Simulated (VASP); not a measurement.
VASP 6.6.1 run: InSb

INCAR

```
ALGO = Conjugate
EDIFF = 1E-7
IBRION = 2
LWAVE = .FALSE.
ISIF = 3
ENCUT = 600
LREAL = .FALSE.
GGA = CA
LCHARG = .FALSE.
NELM = 76
NBANDS = 16
ISMEAR = -1
PREC = Accurate
PSTRESS = 50
LASPH = .TRUE.
EDIFFG = -5E-3
SIGMA = 0.02
NSW = 40
MAXMIX = 5
```

KPOINTS

```
KPOINTS created by Atomic Simulation Environment
0
Gamma
6 6 6
0 0 0
```

POSCAR

```
In Sb
 1.0000000000000000
     3.7989045434132893   -0.0000000000000000    0.0000000000000000
    -0.0000000000000000    3.7989045434132893    0.0000000000000000
     0.0000000000000000    0.0000000000000000    3.7989045434132893
 In  Sb
   1   1
Cartesian
 -0.0000000000000000  0.0000000000000000  0.0000000000000000
  1.8994522717066447  1.8994522717066447  1.8994522717066447
```

The recommended LDA PAW datasets give the neutral cell 18 valence electrons.

Command

```
mpirun -np 1 vasp_std
```

Problem. How does this run end, and what does it give?

Solution. It converged. Results: relaxed cell vector lengths 3.609, 3.609, 3.609 Å; relaxed cell volume 46.99 Å³.

OSZICAR

```
N       E                     dE             d eps       ncg     rms           ort
DAV:   1     0.117415832369E+03    0.11742E+03   -0.90841E+03   320   0.151E+03
DAV:   2    -0.778513804767E+00   -0.11819E+03   -0.11425E+03   320   0.313E+02
DAV:   3    -0.764951041743E+01   -0.68710E+01   -0.68240E+01   320   0.726E+01
DAV:   4    -0.783201964296E+01   -0.18251E+00   -0.18245E+00   320   0.127E+01
DAV:   5    -0.784027303784E+01   -0.82534E-02   -0.82533E-02   320   0.220E+00
SDA:   6    -0.776004665202E+01    0.80226E-01   -0.82533E-02   320   0.246E+00   0.000E+00
CGA:   7    -0.778659635341E+01   -0.26550E-01   -0.26600E-01   320   0.243E-01  -0.271E-03
CGA:   8    -0.779526792710E+01   -0.86716E-02   -0.87464E-02   320   0.328E-02  -0.464E-03
CGA:   9    -0.779631610777E+01   -0.10482E-02   -0.10482E-02   320   0.157E-02  -0.206E-06
CGA:  10    -0.779662818099E+01   -0.31207E-03   -0.31208E-03   320   0.368E-03   0.488E-07
...
  14 F= -.63443497E+01 E0= -.63428052E+01  d E =-.401896E-04
       N       E                     dE             d eps       ncg     rms           ort
SDA:   1    -0.781056400474E+01    0.17513E-02    0.00000E+00   320   0.232E-02   0.000E+00
CGA:   2    -0.781079998783E+01   -0.23598E-03   -0.23584E-03   320   0.430E-04   0.105E-05
CGA:   3    -0.781082138660E+01   -0.21399E-04   -0.21396E-04   320   0.169E-04   0.182E-07
CGA:   4    -0.781082714180E+01   -0.57552E-05   -0.57536E-05   320   0.294E-05   0.915E-08
CGA:   5    -0.781082816939E+01   -0.10276E-05   -0.10271E-05   320   0.332E-06   0.360E-08
CGA:   6    -0.781082829380E+01   -0.12441E-06   -0.12360E-06   320   0.550E-07   0.119E-08
CGA:   7    -0.781082831058E+01   -0.16783E-07   -0.16646E-07   320   0.152E-07  -0.785E-09
  15 F= -.63443652E+01 E0= -.63427962E+01  d E =-.556564E-04
```

Standard output (part)

```
POSCAR found type information on POSCAR InSb
 POSCAR found :  2 types and       2 ions
 LDA part: xc-table for (Slater(with rela. corr.)+CA(PZ))
 , standard interpolation
 POSCAR, INCAR and KPOINTS ok, starting setup
 WAVECAR not read
 entering main loop
 gam= 0.000 g(H,U,f)=  0.207E+00 0.356E-01 0.381E-02 ort(H,U,f) = 0.000E+00 0.000E+00 0.000E+00
 gam= 0.000 trial= 0.400  step=  0.2160 mean=  0.4000
 gam= 0.099 g(H,U,f)=  0.130E-01 0.986E-02 0.144E-02 ort(H,U,f) =-0.213E-01 0.185E-01 0.251E-02
 gam= 0.099 trial= 0.382  step=  0.7214 mean=  0.3816
 gam= 0.135 g(H,U,f)=  0.271E-02 0.523E-03 0.412E-04 ort(H,U,f) =-0.239E-02 0.159E-02 0.341E-03
 gam= 0.135 trial= 0.416  step=  0.6517 mean=  0.4156
 gam= 0.479 g(H,U,f)=  0.134E-02 0.219E-03 0.139E-04 ort(H,U,f) =-0.525E-03 0.472E-03 0.528E-04
 gam= 0.479 trial= 0.439  step=  0.3971 mean=  0.4392
 gam= 0.234 g(H,U,f)=  0.337E-03 0.304E-04 0.263E-06 ort(H,U,f) =-0.131E-03 0.127E-03 0.372E-05
 gam= 0.234 trial= 0.435  step=  0.5415 mean=  0.4350
 gam= 0.168 g(H,U,f)=  0.533E-04 0.865E-05 0.615E-07 ort(H,U,f) =-0.290E-04 0.292E-04-0.178E-06
 gam= 0.168 trial= 0.446  step=  0.7479 mean=  0.4456
 gam= 0.439 g(H,U,f)=  0.253E-04 0.187E-05 0.951E-08 ort(H,U,f) =-0.648E-05 0.644E-05 0.395E-07
 gam= 0.439 trial= 0.476  step=  0.4019 mean=  0.4759
 gam= 0.237 g(H,U,f)=  0.585E-05 0.544E-06 0.650E-07 ort(H,U,f) =-0.118E-05 0.122E-05-0.340E-07
 gam= 0.237 trial= 0.468  step=  0.8924 mean=  0.4685
...
```

| ionic step | ΔH (meV/atom) | volume (Å³) | largest force (eV/Å) | pressure (GPa) | electronic steps |
| --- | --- | --- | --- | --- | --- |
| 1 | 0.0 | 54.82 | 0.000 | -4.05 | 18 |
| 2 | -90.3 | 43.43 | 0.000 | 12.61 | 16 |
| 3 | -129.3 | 46.95 | 0.000 | 5.06 | 14 |
| 4 | -129.2 | 47.10 | 0.000 | 4.80 | 8 |
| 5 | -129.2 | 47.10 | 0.000 | 4.81 | 4 |
| 6 | -129.2 | 47.09 | 0.000 | 4.82 | 5 |
| 7 | -129.2 | 47.09 | 0.000 | 4.83 | 2 |
| 9 | -129.2 | 47.09 | 0.000 | 4.83 | 2 |
| 10 | -129.2 | 47.08 | 0.000 | 4.83 | 3 |
| 11 | -129.2 | 47.08 | 0.000 | 4.83 | 3 |
| 12 | -129.3 | 47.07 | 0.000 | 4.85 | 4 |
| 13 | -129.3 | 47.06 | 0.000 | 4.86 | 5 |
| 14 | -129.3 | 47.04 | 0.000 | 4.91 | 6 |
| 15 | -129.3 | 46.99 | 0.000 | 4.99 | 7 |

 The volume moved far on the plane waves of the start cell, so a restart from CONTCAR is due.

For comparison, a separate LDA relaxation on usual settings, not on those above, ends at 50.33 Å³.
